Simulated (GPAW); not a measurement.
# Ge (P6_3/mmc) in GPAW: reference runs

How does Ge come out in PBE? The cell is run as given and disturbed.

Everything below comes from runs of GPAW 26.7.0. Logs are shortened: lines on timing, memory, paths and dates and some standing lists are left out, and cuts for length are marked. The log counts tension as positive stress, the text compression.

## Step 1: Starting point

It takes space group P6_3/mmc (No. 194, hexagonal). Conventional cell: a = 3.998 Å, b = 3.998 Å, c = 6.599 Å, α = 90.00°, β = 90.00°, γ = 120.00°. Around Ge (site symmetry 3m) lie 4 Ge at 2.45 to 2.47 Å.

This isn't the form of Ge at room conditions, which is diamond.

## Step 2: Single point, PBE

Contents of run.py:

```python
from ase import Atoms
from ase.dft.bandgap import bandgap
from ase.io import write
from ase.units import Bohr, GPa
from gpaw import GPAW, PW
from gpaw.elf import elf_from_dft_calculation

atoms = Atoms(['Ge', 'Ge', 'Ge', 'Ge'],
              cell=[[3.9975858431, 0.0, 0.0],
                    [-1.9987929216, 3.462010894, 0.0],
                    [0.0, 0.0, 6.59937795]],
              scaled_positions=[[0.3333333333, 0.6666666667, 0.93709875],
                                [0.6666666667, 0.3333333333, 0.43709875],
                                [0.3333333333, 0.6666666667, 0.56290125],
                                [0.6666666667, 0.3333333333, 0.06290125]],
              pbc=True)

calc = GPAW(mode=PW(600),
            xc='PBE',
            kpts={'size': (8, 8, 4), 'gamma': True},
            occupations={'name': 'fermi-dirac', 'width': 0.05},
            nbands=18,
            convergence={'density': 1e-05, 'energy': 1e-05},
            maxiter=150,
            txt='gpaw.txt')
atoms.calc = calc
energy = atoms.get_potential_energy()
forces = atoms.get_forces()
stress = atoms.get_stress()
calc.write('gs.gpw')
write('result.traj', atoms)
print(f'Energy: {energy:.6f} eV')
print('Forces (eV/A):')
print(forces.round(4))
print('Stress (GPa):', (stress / GPa).round(3))
print('Fermi level:', round(calc.get_fermi_level(), 4), 'eV')
print(f'Gap: {bandgap(calc)[0]:.4f} eV, direct: {bandgap(calc, direct=True)[0]:.4f} eV')

# fields on the real-space grid
write('density.cube', atoms, data=calc.get_pseudo_density() * Bohr**3)
write('potential.cube', atoms, data=calc.get_electrostatic_potential())
write('elf.cube', atoms, data=elf_from_dft_calculation(calc).data)
```

Potentials or basis: GPAW PAW data sets (gpaw-data 1.2.1), pw.

The run is started by

```
OMP_NUM_THREADS=1 python run.py
```

gpaw.txt:

```text
__  _  _
 | _ |_)|_||  |
 |__||  | ||/\| - 26.7.0

Input parameters:
  mode=PW(ecut=600.0),
  convergence={'density': 1e-05, 'energy': 1e-05},
  kpts=MonkhorstPack(size=(8, 8, 4), gamma=True),
  maxiter=150,
  nbands=18,
  occupations=Occupations(name='fermi-dirac', width=0.05),
  xc=XC(name='PBE')

Diagonalizing LCAO Hamiltonian
Converting LCAO to pw mode

        Ge

        Ge
            Ge

            Ge

Atoms  # Å, Bohr magnetons
|   | symbol |         x |        y |        z |    initial magnetic moments |
|---|--------|-----------|----------|----------|-----------------------------|
| 0 |     Ge | -0.000000 | 2.308007 | 6.184269 | ( 0.0000,  0.0000,  0.0000) |
| 1 |     Ge |  1.998793 | 1.154004 | 2.884580 | ( 0.0000,  0.0000,  0.0000) |
| 2 |     Ge | -0.000000 | 2.308007 | 3.714798 | ( 0.0000,  0.0000,  0.0000) |
| 3 |     Ge |  1.998793 | 1.154004 | 0.415109 | ( 0.0000,  0.0000,  0.0000) |

Unit cell  # Å
| periodic |         x |        y |        z |  lengths |     angles |
|----------|-----------|----------|----------|----------|------------|
|      yes |  3.997586 | 0.000000 | 0.000000 | 3.997586 |  90.000000 |
|      yes | -1.998793 | 3.462011 | 0.000000 | 3.997586 |  90.000000 |
|      yes |  0.000000 | 0.000000 | 6.599378 | 6.599378 | 120.000000 |

Number of symmetries: 12
Symmetry operations  # r_c * U_cc + t_c -> r_c
|    | kind |            matrix            |
|----|------|------------------------------|
|  0 |  σ   |  1, 1, 0,  0,-1, 0,  0, 0, 1 |
|  1 |  S6  |  1, 1, 0, -1, 0, 0,  0, 0,-1 |
|  2 |  E   |  1, 0, 0,  0, 1, 0,  0, 0, 1 |
|  3 |  C2  |  1, 0, 0, -1,-1, 0,  0, 0,-1 |
|  4 |  C2  |  0, 1, 0,  1, 0, 0,  0, 0,-1 |
|  5 |  C3  |  0, 1, 0, -1,-1, 0,  0, 0, 1 |
|  6 |  S6  |  0,-1, 0,  1, 1, 0,  0, 0,-1 |
|  7 |  σ   |  0,-1, 0, -1, 0, 0,  0, 0, 1 |
|  8 |  σ   | -1, 0, 0,  1, 1, 0,  0, 0, 1 |
|  9 |  i   | -1, 0, 0,  0,-1, 0,  0, 0,-1 |
| 10 |  C3  | -1,-1, 0,  1, 0, 0,  0, 0, 1 |
| 11 |  C2  | -1,-1, 0,  0, 1, 0,  0, 0,-1 |

BZ-sampling:
  Number of BZ points: 256
  Number of IBZ points: 35

  Monkhorst-Pack size: [8, 8, 4]
  Monkhorst-Pack shift: [0.0625, 0.0625, 0.125]

K-points  # in reciprocal-cell coordinates
|     |                                coordinates |     weight |
|-----|--------------------------------------------|------------|
|   0 | (  0.00000000,   0.00000000,   0.00000000) | 0.00390625 |
|   1 | (  0.00000000,   0.00000000,   0.25000000) | 0.00781250 |
|   2 | (  0.00000000,   0.00000000,   0.50000000) | 0.00390625 |
|   3 | (  0.12500000,   0.00000000,  -0.25000000) | 0.02343750 |
|   4 | (  0.12500000,   0.00000000,   0.00000000) | 0.02343750 |
|   5 | (  0.12500000,   0.00000000,   0.25000000) | 0.02343750 |
|   6 | (  0.12500000,   0.00000000,   0.50000000) | 0.02343750 |
|   7 | (  0.25000000,  -0.12500000,   0.00000000) | 0.02343750 |
|   8 | (  0.25000000,  -0.12500000,   0.25000000) | 0.04687500 |
|   9 | (  0.25000000,  -0.12500000,   0.50000000) | 0.02343750 |
| ... |                                            |            |
|  34 | (  0.50000000,   0.50000000,   0.50000000) | 0.01171875 |

Plane wave coefficients: 3070
Cutoff: 600.0 eV

Spin-components: 1 (collinear spins)
Bands:           18
Projectors:      20
Spin-degeneracy: 2
Datatype:        complex128

Parallelization:
  kpt:    1
  domain: 1
  band:   1

Density:
  Valence electrons: 16.0
  Components: 1
  Grid points: [24 24 40]
  Charge: 0.0  # |e|

Potential:
  Grid points: [24 24 40]

species:
  Ge:
    name:    Germanium
    Z:       32.0
    valence: 4
    core:    28
    charge:  0.0  # [|e|]
    compensation charges:
      type: gauss
      rc: 0.32  # [Å]
      lmax: 2
    cutoffs:
      filter: 1.77  # [Å]
      core: 3.42  # [Å]
    projectors
    | kind |    occ | energy [eV] | rcut [Å] |
    |------|--------|-------------|----------|
    |   4s |  2.000 |     -11.726 |    1.005 |
    |   4p |  2.000 |      -3.896 |    1.005 |
    |    s |        |      15.485 |    1.005 |
    |    p |        |      23.315 |    1.005 |
    |    d |        |       0.000 |    1.005 |

    Using partial waves for Ge as LCAO basis

Reference energy: -228390.551410  # eV

eigensolver:
  PPCG
  Converge bands: occupied
  niter=2

density mixing:
  MSR1-Mixer
  Pratt-step length: 0.05
  Maximum mixing coefficient: 0.75
  Old densities: 10
  SVD Regularization: 0.005
  Good broyden scale: 1.0
  Trust region scale: 1.0
  Backstep threshold: 4.0
  History deletion threshold: 6.0
  Fourier metric: weight=20.0, sigma=0.015

occupation numbers:
  Fermi-Dirac:
    width: 0.0500  # eV

poisson solver:
  ecut: 4800.0  # eV

xc functional:
  name: PBE with 2 nearest neighbor stencil

convergence criteria:
- Maximum integral of absolute [dens]ity change: 1e-05 electrons / valence electron
- Maximum [total energy] change in last 3 cyles: 1e-05 eV / valence electron
- Maximum integral of absolute [eigenst]ate change: 4e-08 eV^2 / valence electron
maximum number of iterations: 150

SCF iterations
|iter     | |      energy | eigst |  dens |
|---------|-|-------------|-------|-------|
|iter:   1| |  -18.022683 | -0.45 |       |
|iter:   2| |  -18.017541 | -2.71 | -0.91 |
|iter:   3| |  -17.954384 | -2.62 | -0.93 |
|iter:   4| |  -17.954595 | -3.56 | -1.53 |
|iter:   5| |  -17.954850 | -5.09 | -2.44 |
|iter:   6| |  -17.954870 | -6.48 | -3.11 |
|iter:   7| |  -17.954871c| -7.49c| -3.69 |
|iter:   8| |  -17.954871c| -8.00c| -4.80 |
|iter:   9| |  -17.954871c| -8.76c| -5.15c|

Converged in 9 steps
Energy contributions relative to reference atoms: (reference = -228390.551410)

Energy contributions:
  Kinetic:          49.898296
  Coulomb:         -44.596415
  Zero:              0.011098
  External:          0.000000
  Xc:              -23.267223
  Entropy:          -0.001254
  Spinorbit:         0.000000
  ----------------------------
  Free energy:     -17.955498
  Extrapolated:    -17.954871

dipole moment: (0.000248, 0.000430, 0.000819)  # |e|*Ang

Fermi level: 5.988
Eigenvalues  # (at kpt = [0.000, 0.000, 0.000])
| band index |      eig [eV] | occ [0-2] |
|------------|---------------|-----------|
|          0 |        -6.819 |     2.000 |
|          1 |        -4.797 |     2.000 |
|          2 |        -1.661 |     2.000 |
|          3 |         4.459 |     2.000 |
|          4 |         4.459 |     2.000 |
|          5 |         5.780 |     1.969 |
|          6 |         5.878 |     1.799 |
|          7 |         5.989 |     0.992 |
|          8 |         6.060 |     0.382 |
|          9 |         6.060 |     0.382 |
|         10 |         8.208 |     0.000 |
|         11 |         8.208 |     0.000 |
|         12 |         8.700 |     0.000 |
|         13 |        10.500 |     0.000 |
|         14 |        10.500 |     0.000 |
|        ... |               |           |
|         17 |        13.267 |     0.000 |

No gap
No difference between direct/indirect transitions

Forces  # eV/Ang
|        x |        y |        z |
|----------|----------|----------|
|  0.00000 | -0.00000 | -0.01486 |  # Ge   0
| -0.00000 | -0.00000 | -0.01486 |  # Ge   1
|  0.00000 |  0.00000 |  0.01486 |  # Ge   2
| -0.00000 |  0.00000 |  0.01486 |  # Ge   3

Stress tensor  # eV/Ang^3
|         x |         y |         z |
|-----------|-----------|-----------|
| -0.020458 | -0.000000 |  0.000000 |
| -0.000000 | -0.020458 | -0.000000 |
|  0.000000 | -0.000000 | -0.018627 |

# Writing to gs.gpw (mode='')
```

Run time: 24 s. Hardware: 1 thread of Intel Xeon Platinum 8488C (Sapphire Rapids), shared host; peak memory 0.21 GiB.

Results:

```yaml
Free_energy: -17.9555 eV
Pressure: 3.2 GPa
Largest_force: 0.015 eV/Å
Band_gap_on_the_k_mesh: none (metal or under the smearing width)
```

Forces on the atoms (eV/Å):
```
Ge   0.000  0.000 -0.015
Ge   0.000  0.000 -0.015
Ge   0.000  0.000  0.015
Ge   0.000  0.000  0.015
```

Stress tensor (GPa, compression positive):
```
3.28 0.00 0.00
0.00 3.28 0.00
0.00 0.00 2.98
```

## Step 3: Single point, PBE (atoms moved at random, drawn with an rms of 0.05 Å)

Contents of run.py:

```python
from ase import Atoms
from ase.dft.bandgap import bandgap
from ase.io import write
from ase.units import GPa
from gpaw import GPAW, PW

atoms = Atoms(['Ge', 'Ge', 'Ge', 'Ge'],
              cell=[[3.9975858431, 0.0, 0.0],
                    [-1.9987929216, 3.462010894, 0.0],
                    [0.0, 0.0, 6.59937795]],
              scaled_positions=[[0.328034, 0.664887, 0.939588],
                                [0.677631, 0.339187, 0.433296],
                                [0.343627, 0.670521, 0.567255],
                                [0.673128, 0.326905, 0.061173]],
              pbc=True)

calc = GPAW(mode=PW(600),
            xc='PBE',
            kpts={'size': (8, 8, 4), 'gamma': True},
            occupations={'name': 'fermi-dirac', 'width': 0.05},
            nbands=18,
            convergence={'density': 1e-05, 'energy': 1e-05},
            maxiter=150,
            txt='gpaw.txt')
atoms.calc = calc
energy = atoms.get_potential_energy()
forces = atoms.get_forces()
stress = atoms.get_stress()
calc.write('gs.gpw')
write('result.traj', atoms)
print(f'Energy: {energy:.6f} eV')
print('Forces (eV/A):')
print(forces.round(4))
print('Stress (GPa):', (stress / GPa).round(3))
print('Fermi level:', round(calc.get_fermi_level(), 4), 'eV')
print(f'Gap: {bandgap(calc)[0]:.4f} eV, direct: {bandgap(calc, direct=True)[0]:.4f} eV')
```

Potentials or basis: GPAW PAW data sets (gpaw-data 1.2.1), pw.

The run is started by

```
OMP_NUM_THREADS=1 python run.py
```

gpaw.txt:

```text
__  _  _
 | _ |_)|_||  |
 |__||  | ||/\| - 26.7.0

Input parameters:
  mode=PW(ecut=600.0),
  convergence={'density': 1e-05, 'energy': 1e-05},
  kpts=MonkhorstPack(size=(8, 8, 4), gamma=True),
  maxiter=150,
  nbands=18,
  occupations=Occupations(name='fermi-dirac', width=0.05),
  xc=XC(name='PBE')

Diagonalizing LCAO Hamiltonian
Converting LCAO to pw mode

        Ge

        Ge
            Ge

            Ge

Atoms  # Å, Bohr magnetons
|   | symbol |         x |        y |        z |    initial magnetic moments |
|---|--------|-----------|----------|----------|-----------------------------|
| 0 |     Ge | -0.017627 | 2.301846 | 6.200696 | ( 0.0000,  0.0000,  0.0000) |
| 1 |     Ge |  2.030924 | 1.174269 | 2.859484 | ( 0.0000,  0.0000,  0.0000) |
| 2 |     Ge |  0.033446 | 2.321351 | 3.743530 | ( 0.0000,  0.0000,  0.0000) |
| 3 |     Ge |  2.037472 | 1.131749 | 0.403704 | ( 0.0000,  0.0000,  0.0000) |

Unit cell  # Å
| periodic |         x |        y |        z |  lengths |     angles |
|----------|-----------|----------|----------|----------|------------|
|      yes |  3.997586 | 0.000000 | 0.000000 | 3.997586 |  90.000000 |
|      yes | -1.998793 | 3.462011 | 0.000000 | 3.997586 |  90.000000 |
|      yes |  0.000000 | 0.000000 | 6.599378 | 6.599378 | 120.000000 |

Number of symmetries: 1
Symmetry operations  # r_c * U_cc + t_c -> r_c
|   | kind |            matrix            |
|---|------|------------------------------|
| 0 |  E   |  1, 0, 0,  0, 1, 0,  0, 0, 1 |

BZ-sampling:
  Number of BZ points: 256
[... 102 lines left out ...]
maximum number of iterations: 150

SCF iterations
|iter     | |      energy | eigst |  dens |
|---------|-|-------------|-------|-------|
|iter:   1| |  -17.992889 | -0.45 |       |
|iter:   2| |  -17.987360 | -2.71 | -0.91 |
|iter:   3| |  -17.922603 | -2.61 | -0.93 |
|iter:   4| |  -17.922837 | -3.56 | -1.54 |
|iter:   5| |  -17.923089 | -4.95 | -2.43 |
|iter:   6| |  -17.923095 | -5.97 | -2.98 |
|iter:   7| |  -17.923099c| -7.12 | -3.38 |
|iter:   8| |  -17.923100c| -8.03c| -3.97 |
|iter:   9| |  -17.923100c| -8.05c| -4.50 |
|iter:  10| |  -17.923100c| -8.61c| -5.13c|

Converged in 10 steps
Energy contributions relative to reference atoms: (reference = -228390.551410)

Energy contributions:
  Kinetic:          50.019195
  Coulomb:         -44.687425
  Zero:              0.011153
  External:          0.000000
  Xc:              -23.265356
  Entropy:          -0.001332
  Spinorbit:         0.000000
  ----------------------------
  Free energy:     -17.923766
  Extrapolated:    -17.923100

dipole moment: (0.238786, 0.012619, 0.115283)  # |e|*Ang

Fermi level: 6.010
Eigenvalues  # (at kpt = [0.000, 0.000, 0.000])
| band index |      eig [eV] | occ [0-2] |
|------------|---------------|-----------|
|          0 |        -6.829 |     2.000 |
|          1 |        -4.762 |     2.000 |
|          2 |        -1.728 |     2.000 |
|          3 |         4.341 |     2.000 |
|          4 |         4.562 |     2.000 |
|          5 |         5.701 |     1.996 |
|          6 |         5.870 |     1.886 |
|          7 |         6.012 |     0.982 |
|          8 |         6.038 |     0.727 |
|          9 |         6.217 |     0.032 |
|         10 |         8.071 |     0.000 |
|         11 |         8.286 |     0.000 |
|         12 |         8.764 |     0.000 |
|         13 |        10.400 |     0.000 |
|         14 |        10.643 |     0.000 |
|        ... |               |           |
|         17 |        13.305 |     0.000 |

No gap
No difference between direct/indirect transitions

Forces  # eV/Ang
|        x |        y |        z |
|----------|----------|----------|
|  0.63597 | -0.14515 | -0.13813 |  # Ge   0
|  0.03202 | -0.08575 |  0.39815 |  # Ge   1
| -0.04436 |  0.06893 | -0.38560 |  # Ge   2
| -0.62363 |  0.16197 |  0.12557 |  # Ge   3

Stress tensor  # eV/Ang^3
|         x |         y |         z |
|-----------|-----------|-----------|
| -0.018771 | -0.004989 |  0.003832 |
| -0.004989 | -0.020325 | -0.001303 |
|  0.003832 | -0.001303 | -0.021507 |

# Writing to gs.gpw (mode='')
```

stdout:

```text
Energy: -17.923100 eV
Forces (eV/A):
[[ 0.636  -0.1451 -0.1381]
 [ 0.032  -0.0858  0.3981]
 [-0.0444  0.0689 -0.3856]
 [-0.6236  0.162   0.1256]]
Stress (GPa): [-3.007 -3.256 -3.446 -0.209  0.614 -0.799]
Fermi level: 6.0104 eV
Gap: 0.0000 eV, direct: 0.0000 eV
```

Wall time 89 s (1 thread of Intel Xeon Platinum 8488C (Sapphire Rapids), shared host); peak memory 0.35 GiB.

What came out:

```yaml
Free_energy: -17.9238 eV
Pressure: 3.2 GPa
Largest_force: 0.667 eV/Å
Band_gap_on_the_k_mesh: none (metal or under the smearing width)
```

Forces in eV/Å, atoms in the order of the input:
```
Ge   0.636 -0.145 -0.138
Ge   0.032 -0.086  0.398
Ge  -0.044  0.069 -0.386
Ge  -0.624  0.162  0.126
```

Levels at points of the mesh, in eV from the Fermi level:
| k point | band 5 | band 6 | band 7 | band 8 | band 9 | band 10 | band 11 | band 12 |
| --- | --- | --- | --- | --- | --- | --- | --- | --- |
| (0.00, 0.00, 0.00) | -1.45 | -0.31 | -0.14 | 0.00 | 0.03 | 0.21 | 2.06 | 2.28 |
| (0.00, 0.00, 0.50) | -1.24 | -0.85 | -0.80 | -0.75 | 0.51 | 0.84 | 3.01 | 3.34 |
| (0.00, 0.50, 0.00) | -4.67 | -3.13 | -2.93 | -1.46 | 0.48 | 1.62 | 3.45 | 3.57 |
| (0.00, 0.50, 0.50) | -2.69 | -2.66 | -2.49 | -2.33 | 0.45 | 0.45 | 2.00 | 2.14 |
| (0.50, 0.00, 0.00) | -4.64 | -3.10 | -2.98 | -1.44 | 0.52 | 1.67 | 3.51 | 3.57 |
| (0.50, 0.00, 0.50) | -2.66 | -2.64 | -2.49 | -2.32 | 0.43 | 0.46 | 2.03 | 2.13 |
| (0.50, 0.50, 0.00) | -4.71 | -3.18 | -2.85 | -1.50 | 0.41 | 1.56 | 3.36 | 3.58 |
| (0.50, 0.50, 0.50) | -2.71 | -2.68 | -2.63 | -2.31 | 0.37 | 0.55 | 1.89 | 2.23 |

[end of part 1 of 2]
